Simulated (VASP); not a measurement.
Wanted: the native input for a VASP 6.6.1 run.

```yaml
Task: single point
Functional: PBE
Dispersion: D3(BJ)
Potentials_or_basis: VASP PAW PBE potentials, release 64 (O, H, C)
Cutoff: 520 eV
k_mesh: 1 × 1 × 1
Occupations: fermi-dirac, width 0.05 eV
Spin: no spin polarisation
Dipole_correction: no
Further_INCAR_settings: LREAL = Auto; ALGO = Normal; EDIFF = 1e-06; NBANDS = 37
```

The structure of H8CO6 lies in POSCAR:

```
H8CO6
1.0
    5.2990860000      0.0000000000      0.0000000000
    0.0000000000      5.2990860000      0.0000000000
    0.0000000000      0.0000000000      5.2990860000
O H C
6 8 1
Direct
    0.8950034025      0.8997211972      0.7183314255
    0.5571338152      0.6504706661      0.3631947094
    0.2965417055      0.7845503923      0.9423700616
    0.5861388171      0.2541381665      0.9085717801
    0.0063973297      0.4041074253      0.5265436341
    0.2499487647      0.1048671412      0.2889554916
    0.8104039074      0.8029120494      0.5825532932
    1.0235161309      0.7922309621      0.8258594029
    0.5409234725      0.4830266955      0.2889177492
    0.4955005448      0.6446960853      0.5360358371
    0.3749703251      0.6206542034      0.9287639416
    0.3417381790      0.8322001190      1.1104556522
    0.5710984876      0.0817688182      0.8319925361
    0.7587912331      0.2926731138      0.8978340793
    0.1014137155      0.2193397125      0.4306403029
```

The cell was built by a generator and needn't be a form met in nature.

One way to write it, as run:

INCAR

```
  PREC = Accurate
  ENCUT = 520
  EDIFF = 1E-6
  ISMEAR = -1
  SIGMA = 0.05
  LREAL = Auto
  LASPH = T
  NELM = 80
  ALGO = Normal
  ISIF = 2
  LWAVE = F
  LCHARG = F
  GGA = PE
  IVDW = 12
  NBANDS = 37
```

KPOINTS

```
regular mesh
0
Gamma
  1 1 1
```

Potentials or basis: VASP PAW PBE potentials, release 64 (O, H, C).

Run with:

```console
$ cat potpaw_PBE.64/O/POTCAR potpaw_PBE.64/H/POTCAR potpaw_PBE.64/C/POTCAR > POTCAR
$ mpirun -np 1 vasp_gam > vasp.out
```

It gave:

| Quantity | Value |
| --- | --- |
| Pressure | -2.3 GPa |
| Largest force | 5.254 eV/Å |
| Band gap on the k mesh | 3.91 eV, direct |
| Dispersion energy per atom | -0.045 eV |

Caveat: the standard files for N, O and F lose accuracy on very short bonds.

Wall time 7.6 s on 1 thread of AMD EPYC 9R45 96-Core Processor (Zen 5) (shared host), peak memory 0.21 GiB.
